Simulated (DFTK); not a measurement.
Write the native input for DFTK 0.8.2 that does the following.

```
Task                         : single point
Functional                   : PBEsol
Potentials or basis          : dojo.nc.sr.pbesol.v0_4_1.standard.upf (PBEsol)
Cutoff                       : 1116 eV
k mesh                       : 5 × 5 × 5
Occupations                  : fermi-dirac, width 0.05 eV
Spin                         : no spin polarisation
Hubbard terms                : Zr d U = 4.5 eV
Start of the occupations     : half filled (the program's default)
Valence electrons            : C 4, Zr 12
SCF tolerance on the density : 1e-06
Symmetries used              : no
```

Crystal: ZrC.

```xyz
2
Lattice="0.0000 2.3650 2.3650 2.3650 0.0000 2.3650 2.3650 2.3650 0.0000" Properties=species:S:1:pos:R:3 pbc="T T T"
Zr    2.3650    2.3650    2.3650
C     0.0000    0.0000    0.0000
```

These files were run (other wordings do the same):

run.jl

```julia
using DFTK
using PseudoPotentialData
using Unitful, UnitfulAtomic
using LinearAlgebra, Printf
include("save.jl")
disable_threading()

# lattice vectors are the columns
lattice = austrip(1u"Å") * [           0.0          2.365          2.365;
                    2.365            0.0          2.365;
                    2.365          2.365            0.0]
symbols   = [:Zr, :C]
positions = [[0.5, 0.5, 0.5],
             [0.0, 0.0, 0.0]]
pseudopotentials = PseudoFamily("dojo.nc.sr.pbesol.v0_4_1.standard.upf")
elements = Dict(s => ElementPsp(s, pseudopotentials) for s in unique(symbols))
atoms    = [elements[s] for s in symbols]

build_model(lattice, positions; symmetries=false) =
    model_DFT(lattice, atoms, positions;
              functionals=PBEsol(),
              temperature=austrip(0.05u"eV"),
              smearing=Smearing.FermiDirac(),
              extra_terms=[Hubbard(OrbitalManifold(:Zr, "4D") => 4.5u"eV")],
              symmetries)
Ecut  = 41.0  # hartree
kgrid = [5, 5, 5]
tol   = 1e-6
to_GPa = ustrip(uconvert(u"GPa", 1u"hartree/bohr^3"))

model = build_model(lattice, positions)
basis = PlaneWaveBasis(model; Ecut, kgrid)
display(basis)
scfres = self_consistent_field(basis;
                               tol,
                               nbandsalg=AdaptiveBands(model; n_bands_converge=13),
                               miniter=2)
display(scfres.energies)
@printf "Fermi level: %.6f eV\n" ustrip(auconvert(u"eV", something(scfres.εF, NaN)))
forces = compute_forces_cart(scfres)
println("Forces (eV/Å)")
for (s, f) in zip(symbols, forces)
    @printf "%-3s %12.6f %12.6f %12.6f\n" s ustrip.(auconvert.(u"eV/Å", f))...
end
stress = compute_stresses_cart(scfres)
println("Stress (GPa)")
display(round.(stress * to_GPa; digits=4))
println("Levels at the first k-point (eV): ", round.(ustrip.(auconvert.(u"eV", scfres.eigenvalues[1][1:scfres.n_bands_converge])); digits=4))
save_scf!(scfres; forces, stress)
```

Potentials or basis: dojo.nc.sr.pbesol.v0_4_1.standard.upf (PBEsol).

Run with:

```console
$ julia --threads=1 run.jl  # save.jl only writes the numbers to a file and isn't shown; printed stress counts tension as positive; times include loading and compiling
```

Results of the run:

```
Pressure               : -1.2 GPa
Band gap on the k mesh : none (metal or under the smearing width)
```

Caveat: the k mesh is coarse (spacing up to 0.46 Å⁻¹), so the values aren't converged; the Hubbard orbitals reach further out than in other programs, which can move energies by up to some tens of meV an atom; U without spin polarisation on a metal has little footing; the U is typed as a test and isn't derived for this compound.

It took 6.7 min on 1 thread of Intel(R) Xeon(R) Platinum 8488C (Sapphire Rapids), with other jobs on the host, peak memory 2.4 GiB.
